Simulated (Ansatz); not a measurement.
Set up this calculation in Ansatz 0.2.0, as the native input.

| Property | Result |
| --- | --- |
| Task | relaxation of cell and atoms |
| Functional | BLYP |
| Potentials or basis | Ansatz PAW |
| Cutoff | 420 eV (not typed: the program's choice for these potentials) |
| k mesh | 11 × 11 × 11 |
| Occupations | fermi-dirac, width 0.05 eV |
| Spin | no spin polarisation |

NbAs:

```
CELL_PARAMETERS angstrom
-1.72585 1.72585 5.84000
1.72585 -1.72585 5.84000
1.72585 1.72585 -5.84000
ATOMIC_POSITIONS crystal
Nb 0.50000 0.00000 0.50000
Nb 0.75000 0.75000 0.00000
As 0.91600 0.41600 0.50000
As 0.16600 0.16600 0.00000
```

These files were run (other wordings do the same):

input.yaml

```yaml
crystal:
  lattice:
    - [-1.72585, 1.72585, 5.84]
    - [1.72585, -1.72585, 5.84]
    - [1.72585, 1.72585, -5.84]
  atoms:
    - { symbol: Nb, position: [0.5, 0.0, 0.5] }
    - { symbol: Nb, position: [0.75, 0.75, 0.0] }
    - { symbol: As, position: [0.916, 0.416, 0.5] }
    - { symbol: As, position: [0.166, 0.166, 0.0] }
hamiltonian:
  xc: blyp
  pseudopotentials: { kind: paw }
kpoints:
  mp_grid: { grid: [11, 11, 11] }
scf:
  occupations: { method: fermi_dirac, width: 0.05 }
output:
  forces: true
  stress: true
relax:
  f_tol: 0.01
  max_steps: 40
  cell: { stress_tol: 0.05 }
```

Potentials or basis: Ansatz PAW.

Command:

```bash
$ ansatz run input.yaml --threads 2 --pin off --max-ram 5632MiB --backend cpu --events-out ev --progress --plain --runs-dir out
```

It gave:

```
Relaxed volume                         : 18.65 Å³/atom
Relaxed cell                           : a = 6.518 Å, b = 6.518 Å, c = 6.518 Å, α = 148.67°, β = 148.67°, γ = 44.89°
Space group after relaxing (to 0.05 Å) : I4_1md (No. 109)
Energy gained by relaxing              : 43.7 meV/atom
Ionic steps                            : 6
Pressure after relaxing                : 0.0 GPa
```

Caveat: the plane-wave basis is chosen anew once the cell has moved, so the energies of steps on either side of that aren't comparable; the PAW data sets come from PBE, with cores solved anew for the run's functional, which leaves a small shift of forces and pressure.

It took 41 s on 2 threads of Intel(R) Xeon(R) 6975P-C (Granite Rapids) (shared host), peak memory 0.56 GiB.
